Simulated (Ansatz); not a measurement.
# Eigenvalues along a path: GaP (zincblende type)

```
CELL_PARAMETERS angstrom
0.00000 2.22790 2.22790
2.22790 0.00000 2.22790
2.22790 2.22790 0.00000
ATOMIC_POSITIONS crystal
Ga 0.00000 0.00000 0.00000
P 0.25000 0.25000 0.25000
```

The cell comes from a relaxation on PAW files under the same functional, begun from a prototype that needn't be the stable phase.

All numbers are PBEsol results (scalar-relativistic) from Ansatz 0.2.0, with a Γ-centred 12×12×12 k mesh, Fermi–Dirac smearing of 0.05 eV, no spin polarisation. Methods: LAPW: all electrons, basis error target 1 meV/atom.

This run: volume at 0.55 of the series' base cell.

The structure type is held throughout; the real material can change phase at far lower pressure.

Path points, in fractions of the reciprocal vectors: Γ (0.000, 0.000, 0.000), X (-0.500, -0.500, 0.000), U (-0.375, -0.375, 0.250), K (-0.375, 0.000, 0.375), L (0.000, 0.000, 0.500), W (-0.500, -0.250, 0.250). The distance column jumps between branches of the path. Levels in eV from the Fermi level; bands 9 to 19, counted from the lowest band of the run. The gap is zero, the pressure 178.6 GPa.

```
# k(1/Å) point b9 b10 b11 b12 b13 b14 b15 b16 b17 b18 b19
0.000 Γ -18.82 -17.43 -17.43 -17.43 -16.97 -16.97 0.26 0.26 0.26 3.03 3.03
0.176 - -18.73 -17.42 -17.42 -17.42 -16.98 -16.96 -0.38 -0.38 -0.15 2.76 3.76
0.353 - -18.48 -17.38 -17.38 -17.37 -16.99 -16.95 -1.51 -1.51 -1.17 2.14 5.18
0.529 - -18.17 -17.33 -17.33 -17.25 -16.94 -16.93 -2.63 -2.63 -2.57 1.41 4.67
0.705 - -17.98 -17.26 -17.26 -17.20 -16.90 -16.49 -4.20 -3.62 -3.62 0.76 3.07
0.881 - -17.92 -17.24 -17.19 -17.19 -16.88 -15.62 -5.97 -4.44 -4.44 0.27 1.83
1.058 - -17.92 -17.28 -17.13 -17.13 -16.86 -14.48 -7.79 -5.04 -5.04 -0.04 0.95
1.234 - -17.92 -17.31 -17.08 -17.08 -16.84 -13.19 -9.52 -5.41 -5.41 -0.16 0.37
1.410 X -17.92 -17.33 -17.07 -17.07 -16.84 -12.25 -10.61 -5.54 -5.54 -0.15 0.13
1.472 - -17.92 -17.32 -17.07 -17.07 -16.84 -12.24 -10.60 -5.64 -5.52 -0.09 0.22
1.535 - -17.92 -17.32 -17.08 -17.07 -16.84 -12.20 -10.58 -5.94 -5.48 -0.01 0.55
1.597 - -17.91 -17.31 -17.09 -17.08 -16.85 -12.15 -10.55 -6.36 -5.41 0.07 1.10
1.659 - -17.91 -17.30 -17.10 -17.08 -16.86 -12.08 -10.50 -6.83 -5.31 0.15 1.79
1.722 - -17.90 -17.29 -17.11 -17.09 -16.87 -12.00 -10.45 -7.31 -5.19 0.25 2.56
1.784 - -17.89 -17.28 -17.12 -17.10 -16.88 -11.94 -10.39 -7.75 -5.04 0.38 3.39
1.846 - -17.89 -17.27 -17.12 -17.11 -16.89 -11.91 -10.32 -8.11 -4.87 0.52 4.25
1.909 U -17.88 -17.27 -17.12 -17.12 -16.90 -11.96 -10.23 -8.36 -4.67 0.69 5.14
2.772 K -17.88 -17.27 -17.12 -17.12 -16.90 -11.96 -10.23 -8.36 -4.67 0.69 5.14
2.959 - -17.87 -17.28 -17.16 -17.07 -16.94 -12.74 -9.68 -8.37 -3.96 1.31 7.65
3.146 - -17.88 -17.30 -17.21 -17.02 -16.98 -13.99 -8.71 -7.65 -3.09 2.13 7.03
3.333 - -17.91 -17.31 -17.26 -17.00 -17.00 -15.23 -7.45 -6.56 -2.15 3.10 5.94
3.520 - -17.97 -17.33 -17.31 -17.00 -17.00 -16.25 -5.97 -5.20 -1.24 4.09 4.98
3.707 - -18.14 -17.36 -17.36 -17.08 -17.00 -16.87 -4.30 -3.65 -0.50 4.17 4.69
3.894 - -18.44 -17.40 -17.39 -17.32 -16.99 -16.96 -2.50 -2.01 -0.03 3.55 4.21
4.081 - -18.72 -17.42 -17.42 -17.41 -16.97 -16.97 -0.75 -0.50 0.20 3.16 3.47
4.268 Γ -18.82 -17.43 -17.43 -17.43 -16.97 -16.97 0.26 0.26 0.26 3.03 3.03
4.420 - -18.75 -17.42 -17.42 -17.42 -16.97 -16.97 -0.62 0.05 0.05 3.29 3.29
4.573 - -18.56 -17.40 -17.40 -17.36 -16.97 -16.97 -2.33 -0.40 -0.40 3.75 3.85
4.726 - -18.31 -17.38 -17.38 -17.21 -16.97 -16.97 -4.22 -0.89 -0.89 3.79 4.35
4.878 - -18.11 -17.35 -17.35 -16.97 -16.97 -16.83 -6.10 -1.34 -1.34 3.69 4.51
5.031 - -18.02 -17.33 -17.33 -16.95 -16.95 -16.19 -7.89 -1.70 -1.70 3.58 4.33
5.184 - -17.99 -17.32 -17.32 -16.94 -16.94 -15.34 -9.55 -1.97 -1.97 3.48 4.06
5.336 - -17.98 -17.32 -17.32 -16.93 -16.93 -14.40 -10.97 -2.13 -2.13 3.41 3.86
5.489 L -17.98 -17.31 -17.31 -16.92 -16.92 -13.81 -11.72 -2.19 -2.19 3.39 3.79
5.614 - -17.97 -17.31 -17.31 -16.93 -16.92 -13.76 -11.67 -2.59 -2.33 3.40 3.79
5.738 - -17.95 -17.31 -17.28 -16.96 -16.92 -13.63 -11.50 -3.53 -2.74 3.19 3.91
5.863 - -17.92 -17.31 -17.25 -17.00 -16.93 -13.40 -11.24 -4.65 -3.39 3.08 4.12
5.988 - -17.89 -17.30 -17.21 -17.03 -16.93 -13.08 -10.89 -5.78 -4.21 3.16 4.42
6.112 - -17.88 -17.29 -17.19 -17.06 -16.93 -12.68 -10.48 -6.82 -5.11 3.43 4.80
6.237 - -17.86 -17.27 -17.19 -17.06 -16.93 -12.21 -10.12 -7.61 -6.00 3.84 5.23
6.361 - -17.86 -17.25 -17.20 -17.04 -16.94 -11.73 -10.02 -7.89 -6.83 4.30 5.56
6.486 W -17.86 -17.24 -17.22 -17.04 -16.93 -11.48 -10.12 -7.61 -7.44 4.56 5.60
6.574 - -17.86 -17.23 -17.22 -17.04 -16.93 -11.52 -10.15 -7.54 -7.38 4.19 4.96
6.662 - -17.87 -17.23 -17.21 -17.05 -16.91 -11.62 -10.21 -7.34 -7.19 3.43 3.98
6.751 - -17.88 -17.25 -17.18 -17.06 -16.89 -11.76 -10.31 -7.03 -6.91 2.58 3.02
6.839 - -17.89 -17.28 -17.15 -17.06 -16.87 -11.91 -10.40 -6.66 -6.56 1.76 2.12
6.927 - -17.91 -17.30 -17.12 -17.06 -16.86 -12.04 -10.49 -6.26 -6.20 1.02 1.34
7.015 - -17.92 -17.31 -17.09 -17.07 -16.85 -12.15 -10.55 -5.90 -5.87 0.41 0.70
7.103 - -17.92 -17.32 -17.07 -17.07 -16.84 -12.23 -10.60 -5.63 -5.63 0.00 0.28
7.191 X -17.92 -17.33 -17.07 -17.07 -16.84 -12.25 -10.61 -5.54 -5.54 -0.15 0.13
```
